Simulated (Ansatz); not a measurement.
BeTe (started from an entry of an open crystallographic database), relaxed with r2SCAN, was run in Ansatz under altered settings. All numbers are computed, without spin polarisation but where a row says otherwise.

```
CELL_PARAMETERS angstrom
0.00000 2.82862 2.82862
2.82862 0.00000 2.82862
2.82862 2.82862 0.00000
ATOMIC_POSITIONS crystal
Be 0.00000 0.00000 0.00000
Te 0.25000 0.25000 0.25000
```

The base run's other keys:
```yaml
kpoints:
  mp_grid: { grid: [4, 4, 4] }
hamiltonian:
  xc: hse06
scf:
  occupations: { method: fixed }
  n_extra_bands: 4
```

It takes 12 iterations with 893 plane waves at 420 eV and 8 k points, and leaves a mean stress of -0.43 GPa. The gap over this mesh is 2.709 eV. It ran on 4 threads of Arm Neoverse V1, with other jobs on the host.

Outcomes, with energy and stress as changes against the base:

| setting | outcome | ΔF (meV/atom) | Δ mean stress (GPa) | gap on the mesh (eV) | iterations | wall time |
| --- | --- | --- | --- | --- | --- | --- |
| PBE hybrid, exx coeff 0.35, omega 0.3 1/Å | converged | – | -0.2 | 2.755 | 11 | 6.5 s |
| PBE hybrid, exx coeff 0.05, omega 0.5 1/Å | converged | – | +0.9 | 2.071 | 9 | 8.1 s |
| PBE hybrid, exx coeff -0.2, omega 0.1 1/Å | refused | – | – | – | – | 0.03 s |
| hamiltonian.dispersion: d3bj | converged | -409 | -2.9 | 2.709 | 12 | 5.3 s |
| scf.max_iter: 5 | converged | 0.0 | 0.0 | 2.709 | 11 | 5.8 s |

A dash marks a value that wasn't obtained or can't be compared. Stress is positive in compression. The base took 5.6 s.

- PBE hybrid, exx coeff 0.35, omega 0.3 1/Å. That is 35 % exact exchange, screened with ω = 0.3 1/Å, against HSE06's 25 % screened at 0.208 1/Å. The mean stress moves by -0.2 GPa and the gap on the mesh by +0.046 eV (to 2.755). Totals of different functionals aren't comparable.
- PBE hybrid, exx coeff 0.05, omega 0.5 1/Å. That is 5 % exact exchange, screened with ω = 0.5 1/Å, against HSE06's 25 % screened at 0.208 1/Å. The mean stress moves by +0.9 GPa and the gap on the mesh by -0.638 eV (to 2.071). Totals of different functionals aren't comparable.
- PBE hybrid, exx coeff -0.2, omega 0.1 1/Å. The program doesn't start. Error: invalid value for `hamiltonian.xc.exx.coeff`: must be finite and in (0, 1]; got -0.2
- hamiltonian.dispersion: d3bj. The free energy moves by -409 meV an atom, the mean stress by -2.9 GPa and the gap on the mesh by 0.000 eV (to 2.709). A pairwise correction adds to energy, forces and stress and leaves the bands alone.

Within 1 meV an atom, 0.1 GPa and 0.005 eV of the base stay: scf.max_iter: 5.

No spin-orbit coupling is included; it can move band edges with weight on the heavy atoms by tenths of an eV.

The stress of a hybrid is loosely converged in these runs.

The meshes of the hybrids are coarse, so their gaps aren't converged to the digits shown.
